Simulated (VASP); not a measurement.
# HfO2 under pressure and tension, part 2 of 2

Aim: follow HfO2 from a squeezed to a stretched cell. The starting structure is a measured crystal structure from the Crystallography Open Database. All runs use LDA. The equilibrium cell comes from relaxations that aren't shown. At each volume, shape and positions are relaxed as far as symmetry leaves them free.

VASP 6.6.1.

Results so far: the equilibrium volume 0.0 GPa; 0.96 of the equilibrium volume 12.9 GPa; 1.04 of the equilibrium volume -10.5 GPa; 0.92 of the equilibrium volume 28.9 GPa; 0.98 of the equilibrium volume 6.1 GPa.

## 7. Relaxation at 1.02 of the equilibrium volume

Level of this step: LDA; plane waves and PAW (Hf_pv, O) (VASP).

The input, INCAR:

```
SYSTEM = HfO2
PREC = Accurate
ENCUT = 560
EDIFF = 1E-07
NELM = 100
ISMEAR = 0
SIGMA = 0.03
LREAL = .FALSE.
ALGO = Normal
GGA = CA
NBANDS = 17
LASPH = .TRUE.
LORBIT = 11
LWAVE = .FALSE.
LCHARG = .FALSE.
KPAR = 4
IBRION = 2
NSW = 50
ISIF = 4
EDIFFG = -0.003
```

The input, POSCAR:

```
HfO2
1.0
    0.0000000000      2.5071878441      2.5071878441
    2.5071878441      0.0000000000      2.5071878441
    2.5071878441      2.5071878441      0.0000000000
Hf O
1 2
Direct
    0.0000000000      0.0000000000      0.0000000000
    0.2500000000      0.2500000000      0.2500000000
    0.7500000000      0.7500000000      0.7500000000
```

The input, KPOINTS:

```
Automatic mesh
0
Gamma
8 8 8
0 0 0
```

PAW data sets: Hf_pv and O (LDA family, release 64).

Launch:

```bash
$ mpirun -np 4 vasp_std
```

The log of the run:

```text
[... set-up lines as in an earlier step ...]
 entering main loop
       N       E                     dE             d eps       ncg     rms          rms(c)
DAV:   1     0.955739379813E+02    0.95574E+02   -0.13519E+04   986   0.137E+03
DAV:   2    -0.347517782853E+02   -0.13033E+03   -0.12820E+03  1293   0.307E+02
DAV:   3    -0.386484881682E+02   -0.38967E+01   -0.38855E+01  1093   0.484E+01
DAV:   4    -0.386702153658E+02   -0.21727E-01   -0.21723E-01  1298   0.402E+00
[...]
DAV:  11    -0.330637173185E+02    0.87316E-05   -0.12382E-04  1184   0.897E-02    0.626E-02
DAV:  12    -0.330637179471E+02   -0.62864E-06   -0.65219E-06  1237   0.200E-02    0.202E-02
DAV:  13    -0.330637180009E+02   -0.53753E-07   -0.17708E-07  1147   0.378E-03
   1 F= -.33063718E+02 E0= -.33063718E+02  d E =-.330637E+02
[...]
reached required accuracy - stopping structural energy minimisation
```

Run time: 6 s. Hardware: 4 MPI ranks of AMD EPYC 9R14 (Zen 4), shared host; peak memory 0.49 GiB; 19 s of CPU time.

Parts of OUTCAR (step 7):

```text
  Total       -1.0822471     -1.0822471     -1.0822471      0.0000000      0.0000000      0.0000000
  in kB      -55.0106001    -55.0106001    -55.0106001      0.0000000      0.0000000      0.0000000
  external PRESSURE =     -55.0106001 kB  Pullay stress =       0.0000000 kB

 POSITION                                       TOTAL-FORCE (eV/Angst)
 -----------------------------------------------------------------------------------
      0.00000      0.00000      0.00000         0.000000     -0.000000      0.000000
      1.25359      1.25359      1.25359        -0.000000      0.000000     -0.000000
      3.76078      3.76078      3.76078         0.000000      0.000000      0.000000
 -----------------------------------------------------------------------------------
    total drift:                                0.000000      0.000000      0.000000

  FREE ENERGIE OF THE ION-ELECTRON SYSTEM (eV)
  ---------------------------------------------------
  free  energy   TOTEN  =       -33.0637180009 eV

  energy  without entropy=      -33.0637180009  energy(sigma->0) =      -33.06371800

[... 2 parts as in an earlier step ...]

[... 2 further parts left out ...]
[key lines of the parts left out:]
E-fermi :   4.4820
```

1.02 of the equilibrium volume: 10.507 Å³ an atom and a pressure of -5.50 GPa, and 3.682 eV of gap on the mesh. Further runs on this cell, not shown, give the modes T2g 587.5, T1u 238.2 cm⁻¹.

## 8. Relaxation at 0.9 of the equilibrium volume

INCAR is that of step 7.

The input, POSCAR:

```
HfO2
1.0
    0.0000000000      2.4047373715      2.4047373715
    2.4047373715      0.0000000000      2.4047373715
    2.4047373715      2.4047373715      0.0000000000
Hf O
1 2
Direct
    0.0000000000      0.0000000000      0.0000000000
    0.2500000000      0.2500000000      0.2500000000
    0.7500000000      0.7500000000      0.7500000000
```

KPOINTS is that of step 7.

Launch:

```bash
$ mpirun -np 4 vasp_std
```

The log of the run:

```text
[... set-up lines as in an earlier step ...]
 entering main loop
       N       E                     dE             d eps       ncg     rms          rms(c)
DAV:   1     0.957027397300E+02    0.95703E+02   -0.13367E+04   986   0.138E+03
DAV:   2    -0.346721645532E+02   -0.13037E+03   -0.12689E+03  1305   0.308E+02
DAV:   3    -0.382347630724E+02   -0.35626E+01   -0.35533E+01  1121   0.473E+01
DAV:   4    -0.382511500617E+02   -0.16387E-01   -0.16385E-01  1243   0.359E+00
[...]
DAV:  11    -0.327299428178E+02    0.50815E-06   -0.97376E-05  1232   0.849E-02    0.514E-02
DAV:  12    -0.327299427984E+02    0.19429E-07   -0.48628E-06  1153   0.182E-02    0.204E-02
DAV:  13    -0.327299428495E+02   -0.51077E-07   -0.21130E-07  1198   0.384E-03
   1 F= -.32729943E+02 E0= -.32729943E+02  d E =-.327299E+02
[...]
reached required accuracy - stopping structural energy minimisation
```

Run time: 5.8 s. Hardware: 4 MPI ranks; peak memory 0.47 GiB; 19 s of CPU time.

OUTCAR, selected parts (step 8):

```text
  Total        6.6302076      6.6302076      6.6302076      0.0000000      0.0000000     -0.0000000
  in kB      381.9484532    381.9484532    381.9484532      0.0000000      0.0000000     -0.0000000
  external PRESSURE =     381.9484532 kB  Pullay stress =       0.0000000 kB

 POSITION                                       TOTAL-FORCE (eV/Angst)
 -----------------------------------------------------------------------------------
      0.00000      0.00000      0.00000        -0.000000      0.000000     -0.000000
      1.20237      1.20237      1.20237         0.000000      0.000000      0.000000
      3.60711      3.60711      3.60711        -0.000000     -0.000000     -0.000000
 -----------------------------------------------------------------------------------
    total drift:                                0.000000      0.000000      0.000000

  FREE ENERGIE OF THE ION-ELECTRON SYSTEM (eV)
  ---------------------------------------------------
  free  energy   TOTEN  =       -32.7299428495 eV

  energy  without entropy=      -32.7299428495  energy(sigma->0) =      -32.72994285

[... 2 parts as in an earlier step ...]

[... 2 further parts left out ...]
[key lines of the parts left out:]
E-fermi :   5.7374
```

0.9 of the equilibrium volume: 9.271 Å³ an atom and a pressure of 38.19 GPa, and 4.010 eV of gap on the mesh. Further runs on this cell, not shown, give the modes T2g 708.6, T1u 368.1 cm⁻¹.

## 9. Relaxation at 1.06 of the equilibrium volume

INCAR is that of step 8.

The input, POSCAR:

```
HfO2
1.0
    0.0000000000      2.5395422235      2.5395422235
    2.5395422235      0.0000000000      2.5395422235
    2.5395422235      2.5395422235      0.0000000000
Hf O
1 2
Direct
    0.0000000000      0.0000000000      0.0000000000
    0.2500000000      0.2500000000      0.2500000000
    0.7500000000      0.7500000000      0.7500000000
```

KPOINTS is that of step 8.

Launch:

```bash
$ mpirun -np 4 vasp_std
```

The log of the run:

```text
[... set-up lines as in an earlier step ...]
 entering main loop
       N       E                     dE             d eps       ncg     rms          rms(c)
DAV:   1     0.953269535535E+02    0.95327E+02   -0.13359E+04   986   0.135E+03
DAV:   2    -0.348004979100E+02   -0.13013E+03   -0.12498E+03  1343   0.304E+02
DAV:   3    -0.386289251315E+02   -0.38284E+01   -0.38182E+01  1115   0.475E+01
DAV:   4    -0.386506622288E+02   -0.21737E-01   -0.21734E-01  1294   0.403E+00
[...]
DAV:  11    -0.329862110282E+02    0.15707E-04   -0.13582E-04  1118   0.918E-02    0.727E-02
DAV:  12    -0.329862118646E+02   -0.83636E-06   -0.86609E-06  1278   0.225E-02    0.257E-02
DAV:  13    -0.329862118991E+02   -0.34520E-07   -0.20937E-07  1181   0.415E-03
   1 F= -.32986212E+02 E0= -.32986212E+02  d E =-.329862E+02
[...]
reached required accuracy - stopping structural energy minimisation
```

Wall time 6 s (4 MPI ranks); peak memory 0.5 GiB.

Parts of OUTCAR (step 9):

```text
  Total       -3.0464777     -3.0464777     -3.0464777      0.0000000      0.0000000      0.0000000
  in kB     -149.0089229   -149.0089229   -149.0089229      0.0000000      0.0000000      0.0000000
  external PRESSURE =    -149.0089229 kB  Pullay stress =       0.0000000 kB

 POSITION                                       TOTAL-FORCE (eV/Angst)
 -----------------------------------------------------------------------------------
      0.00000      0.00000      0.00000         0.000000      0.000000      0.000000
      1.26977      1.26977      1.26977        -0.000000     -0.000000      0.000000
      3.80931      3.80931      3.80931         0.000000     -0.000000     -0.000000
 -----------------------------------------------------------------------------------
    total drift:                                0.000000      0.000000      0.000000

  FREE ENERGIE OF THE ION-ELECTRON SYSTEM (eV)
  ---------------------------------------------------
  free  energy   TOTEN  =       -32.9862118991 eV

  energy  without entropy=      -32.9862118991  energy(sigma->0) =      -32.98621190

[... 2 parts as in an earlier step ...]

[... 2 further parts left out ...]
[key lines of the parts left out:]
E-fermi :   4.2551
```

1.06 of the equilibrium volume: 10.919 Å³ an atom and a pressure of -14.90 GPa, and 3.580 eV of gap on the mesh. Further runs on this cell, not shown, give the modes T2g 553.0, T1u 194.3 cm⁻¹.

## 10. The runs compared

| run | volume (Å³/atom) | pressure (GPa) | gap on the mesh (eV) | T2g | T1u | core minutes |
| --- | --- | --- | --- | --- | --- | --- |
| 0.9 of the equilibrium volume | 9.271 | 38.19 | 4.01 | 708.6 | 368.1 | 0.387 |
| 0.92 of the equilibrium volume | 9.477 | 28.85 | 3.952 | 686.9 | 346.3 | 0.413 |
| 0.96 of the equilibrium volume | 9.889 | 12.9 | 3.84 | 645.3 | 303.2 | 0.413 |
| 0.98 of the equilibrium volume | 10.095 | 6.11 | 3.786 | 625.5 | 281.7 | 0.4 |
| the equilibrium volume | 10.301 | 0.0 | 3.733 | 606.2 | 260.1 | 0.4 |
| 1.02 of the equilibrium volume | 10.507 | -5.5 | 3.682 | 587.5 | 238.2 | 0.4 |
| 1.04 of the equilibrium volume | 10.713 | -10.45 | 3.631 | 569.7 | 216.4 | 0.413 |
| 1.06 of the equilibrium volume | 10.919 | -14.9 | 3.58 | 553.0 | 194.3 | 0.4 |

Modes are in cm⁻¹ and matched by symmetry and order, imaginary ones as negative numbers. A number in brackets counts the listed modes of one symmetry from the lowest. The symmetry labels come from an automatic analysis and can be wrong where levels nearly coincide. Core minutes are wall time times ranks of the run shown, on a shared host.

## 11. Summary of results

```yaml
pressure_at_0p9_of_the_equilibrium_volume: 38.19 GPa
pressure_at_0p92_of_the_equilibrium_volume: 28.85 GPa
pressure_at_0p96_of_the_equilibrium_volume: 12.90 GPa
pressure_at_0p98_of_the_equilibrium_volume: 6.11 GPa
pressure_at_the_equilibrium_volume: 0.00 GPa
pressure_at_1p02_of_the_equilibrium_volume: -5.50 GPa
pressure_at_1p04_of_the_equilibrium_volume: -10.45 GPa
pressure_at_1p06_of_the_equilibrium_volume: -14.90 GPa
```

**Reading.** Between 0.9 of the equilibrium volume and 1.06 of the equilibrium volume the pressure on HfO2 goes from 38.2 to -14.9 GPa. Over this range the gap on the mesh falls or stays level: 4.01, 3.95, 3.84, 3.79, 3.73, 3.68, 3.63, 3.58 eV. Semilocal functionals give gaps that are too small, spin-orbit coupling is left out, and the mesh may miss the true band edges, by more at some strains than at others. Where bands change their order, the gap's trend can turn. The T2g mode goes from 709 to 553 cm⁻¹, a mean mode Grüneisen parameter of 1.5. The T1u mode goes from 368 to 194 cm⁻¹, a mean mode Grüneisen parameter of 3.9. The frequencies are harmonic, and the splitting of polar modes by their long-range field is left out. Further runs on this material are not shown.

[Lines on the potential files, build, host, timing and source positions are cut from VASP's logs without a mark.]

[Logs are printed without paths, hosts, clocks, repeated set-up lines and the standing remarks that a program may print on its own settings, such as how far it seeks lower states.]

[Hosts, paths, dates, database ids (printed as entryN), source tags and the programs' standing remarks are cut or masked in the printed files.]
